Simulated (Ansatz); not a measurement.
BaS: pressure against volume per atom

All results are calculated (Ansatz 0.2.0). Periodic Kohn-Sham DFT of a crystal at fixed atoms; pressure and stress are positive in compression; the energy is the free energy less that of spherical unpolarised free atoms; site moments are those in the method's own spheres, positive along +z.

Cell of the first row (space group F-43m, No. 216):
```
cell vectors (Å)
   0.0000     3.4450     3.4450
   3.4450     0.0000     3.4450
   3.4450     3.4450     0.0000
atoms (fractions of the cell vectors)
Ba  0.00000  0.00000  0.00000
S   0.25000  0.25000  0.25000
```

Settings of every row: method frozen-core PAW; functional PBE; relativity scalar; k mesh 9x9x9; filling fermi-dirac; smearing width 0.08 eV; wave cutoff 420 eV; paw set soft_2.

Atom start moment: 0 on all atoms.

Limits: no spin-orbit coupling on heavy atoms; the cell comes from a prototype or a list of computed structures and needn't be the stable phase.

| row | volume per atom (Å³) | pressure (GPa) |
| --- | --- | --- |
| 1 | 40.884 | 1.966 |
| 2 | 42.601 | 0.623 |
| 3 | 43.471 | 0.039 |
| 4 | 44.34 | ? |
| 5 | 46.079 | -1.4 |

Question: what pressure should row 4 give?

Worked fit of pressure. Take u = (V_r/V)^(2/3) − 1 with V_r = 43.036 Å³ an atom, which is twice the finite (Eulerian) strain; such expansions in the strain, on which the Birch-Murnaghan equation of state is built, carry the rest volume and the bulk modulus. The shown rows have u = 0.03479, 0.0068, -0.00668, -0.04453. Least squares give pressure = 0.3236 + 43.475 × u + 107.16 × u² GPa; a straight line predicts inner rows, each left out in turn, worse (root mean square 0.11 against 0.0023 GPa). The rows lie off it by 0.000, -0.001, 0.001, 0.000. The pressure vanishes at u = -0.0076, or V = 43.53 Å³ an atom, and there the bulk modulus at fixed shape and fractions is B = −V dP/dV = (2/3)(1 + u) dP/du = 27.7 GPa. The withheld row has u = -0.0197, so the fit gives 0.3236 + 43.475 × (-0.0197) + 107.16 × (-0.0197)² = -0.491 GPa.

The calculation gave -0.49 GPa. The fit lies 0.001 GPa (0.03 % of the column's range) below it, one unit of the last digit.
